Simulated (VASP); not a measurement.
# Lu: intraband terms of a metal's spectrum

Lu, P6_3/mmc (no. 194), 2 atoms in the cell. PBE, independent-particle dielectric function; PAW potentials Lu (PBE set).

## Input

INCAR.step1:
```
PREC     = Accurate       # precision mode
ENCUT    = 300            # plane-wave cutoff, eV
ISMEAR   = 1              # smearing method
SIGMA    = 0.1            # smearing width, eV
EDIFF    = 1E-7           # SCF threshold, eV
LASPH    = True           # aspherical terms in the spheres
KPAR     = 4            
LWAVE    = False          # write WAVECAR
LCHARG   = True           # write CHGCAR
LMAXMIX  = 4              # l up to which the mixer works
```

INCAR.step2:
```
PREC     = Accurate       # precision mode
ENCUT    = 300            # plane-wave cutoff, eV
ISMEAR   = 0              # smearing method
SIGMA    = 0.3            # smearing width, eV
EDIFF    = 1E-6           # SCF threshold, eV
LASPH    = True           # aspherical terms in the spheres
KPAR     = 4            
LWAVE    = True           # write WAVECAR
LCHARG   = False          # write CHGCAR
LMAXMIX  = 4              # l up to which the mixer works
ICHARG   = 11             # starting density
NBANDS   = 43             # bands
NEDOS    = 3000           # points of the DOS
OMEGAMAX = 30           
CSHIFT   = 0.1           
```

INCAR.step3, as INCAR.step2 but for:
```
- LWAVE = True
+ LWAVE = False
+ LOPTICS = True
+ ALGO = None
+ NELM = 1
+ ISTART = 1
```

INCAR.step4, as INCAR.step3 but for:
```
+ WPLASMAI = 0.03
```

INCAR.step5 to INCAR.step6 change the same tag again: WPLASMAI = 0.1, 0.3.

INCAR.step7, as INCAR.step6 but for:
```
- WPLASMAI = 0.3
+ RTIME = 1
```

INCAR.step8, as INCAR.step7 but for:
```
- RTIME = 1
+ RTIME = 5
```

INCAR.step9, as INCAR.step8 but for:
```
- RTIME = 5
+ LNABLA = True
```

INCAR.step10, as INCAR.step9 but for:
```
- ISMEAR = 0
- LNABLA = True
+ ISMEAR = -5
```

KPOINTS.step1:
```
k-points
0
Gamma
  9 9 5
```

KPOINTS.step2:
```
k-points
0
Gamma
  18 18 10
```

POSCAR:
```
Lu
1.0
    3.5031000000      0.0000000000      0.0000000000
   -1.7515500000      3.0337735920      0.0000000000
    0.0000000000      0.0000000000      5.5509000000
Lu
2
Direct
    0.6666666667      0.3333333333      0.7500000000
    0.3333333333      0.6666666667      0.2500000000
```

Commands (each step's output is kept before the next begins):
```
cat potpaw_PBE.64/Lu/POTCAR > POTCAR
cp INCAR.step1 INCAR
cp KPOINTS.step1 KPOINTS
mpirun -np 4 vasp_std > vasp.out
cp INCAR.step2 INCAR
cp KPOINTS.step2 KPOINTS
mpirun -np 4 vasp_std > vasp.out
cp INCAR.step3 INCAR
mpirun -np 4 vasp_std > vasp.out
cp INCAR.step4 INCAR
mpirun -np 4 vasp_std > vasp.out
cp INCAR.step5 INCAR
mpirun -np 4 vasp_std > vasp.out
cp INCAR.step6 INCAR
mpirun -np 4 vasp_std > vasp.out
cp INCAR.step7 INCAR
mpirun -np 4 vasp_std > vasp.out
cp INCAR.step8 INCAR
mpirun -np 4 vasp_std > vasp.out
cp INCAR.step9 INCAR
mpirun -np 4 vasp_std > vasp.out
cp INCAR.step10 INCAR
mpirun -np 4 vasp_std > vasp.out
```

## Result

- Bands: 43

One ground state, settings moved in the last step alone:

| Settings | Plasma frequency (eV) | Im ε at 0.5 eV | Im ε at 1 eV | Im ε at 2 eV | Im ε at 4 eV | Time (s) |
|---|---|---|---|---|---|---|
| interband part alone | 3.61 | 22.2 | 19.1 | 21.2 | 4.7 | 36 |
| Drude term, WPLASMAI 0.03 | 3.61 | 25.4 | 19.5 | 21.2 | 4.7 | 35 |
| Drude term, WPLASMAI 0.1 | 3.61 | 32.3 | 20.4 | 21.3 | 4.7 | 32 |
| Drude term, WPLASMAI 0.3 | 3.61 | 45.3 | 22.7 | 21.6 | 4.7 | 30 |
| relaxation time RTIME 1 fs | 3.61 | 47.4 | 25.1 | 22.1 | 4.8 | 29 |
| relaxation time RTIME 5 fs | 3.61 | 35.1 | 20.8 | 21.4 | 4.7 | 28 |
| transversal form (LNABLA) | 3.59 | 22.1 | 18.9 | 20.9 | 4.6 | 34 |
| tetrahedron method | – | – | – | – | – | no result |

VASP 6.6.1 took 296 s on 4 cores (Intel Xeon Platinum 8259CL @ 2.50GHz (Skylake/Cascade Lake)), a shared host.
